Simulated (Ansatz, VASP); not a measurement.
**Two plane-wave programs on ZnAu**

Contents of INCAR:

```
SYSTEM = ZnAu
PREC     = Accurate       ! precision mode
ENCUT    = 520            ! plane-wave cutoff, eV
EDIFF    = 1E-7           ! SCF threshold, eV
ISMEAR   = -1             ! smearing method
SIGMA    = 0.08           ! smearing width, eV
LREAL    = .FALSE.        ! projectors in reciprocal space
LASPH    = .TRUE.         ! aspherical terms in the spheres
NELM     = 60             ! most SCF steps
ALGO     = Normal         ! electronic algorithm
ISIF     = 2              ! what is computed and relaxed
LWAVE    = .FALSE.        ! write WAVECAR
LCHARG   = .FALSE.        ! write CHGCAR
GGA      = PS             ! functional
NBANDS   = 18             ! bands
```

Contents of KPOINTS:

```
regular mesh
0
G
  12 12 12
  0 0 0
```

The input POSCAR:

```
ZnAu
1.0
    3.1287008862      0.0000000000      0.0000000000
    0.0000000000      3.1287008862      0.0000000000
    0.0000000000      0.0000000000      3.1287008862
Zn Au
1 1
Direct
    0.5000000000      0.5000000000      0.5000000000
    0.0000000000      0.0000000000      0.0000000000
```

Input for Ansatz:

```yaml
crystal:
  lattice:
    - [3.12870088625, 0.0, 0.0]
    - [0.0, 3.12870088625, 0.0]
    - [0.0, 0.0, 3.12870088625]
  atoms:
    - { symbol: Zn, position: [0.5, 0.5, 0.5] }
    - { symbol: Au, position: [0.0, 0.0, 0.0] }
kpoints:
  mp_grid: { grid: [12, 12, 12] }
scf:
  occupations: { method: fermi_dirac, width: 0.08 }
hamiltonian:
  xc: pbesol
  pseudopotentials: { kind: paw }
output:
  forces: true
  stress: true
  eigenvalues: true
  eigenstates:
    nscf_kmesh: { grid: [16, 16, 16] }
    de_dk: true
    e_range: [-14, 14]
  optics:
    e_range: [0, 20]
    de: 0.2
    sigma: 0.15
    bands: { spectra_wanted_up_to: 20 }
    nscf_kmesh: { grid: [16, 16, 16] }
    drude_damping: 0.03
checkpoint:
  write: ck
  write_wavefunctions: false
```

Alike in both runs: task single point; functional PBEsol; k mesh 12 × 12 × 12; occupations fermi-dirac, width 0.08 eV; no spin polarisation.

|  | VASP | Ansatz |
| --- | --- | --- |
| version | VASP 6.6.1 | Ansatz 0.2.0 |
| potentials or method | VASP PAW PBE potentials, release 64 (Zn, Au) | PAW with Ansatz's default frozen-core files, scalar-relativistic |
| plane-wave cutoff (eV) | 520 | 420 |
| valence electrons in the cell | 23 | 31 |

|  | VASP | Ansatz | Ansatz less VASP |
| --- | --- | --- | --- |
| pressure (GPa) | 0.2 | 0.0 | -0.18 |

The two sets of potentials don't hold the same shells in valence. Ansatz warned: «optics_on_partly_filled_bands».

Caveats: the PAW data sets were made with another functional, which shifts forces and pressure a little (VASP). The runs have no spin-orbit coupling, so splittings on Au are missing.
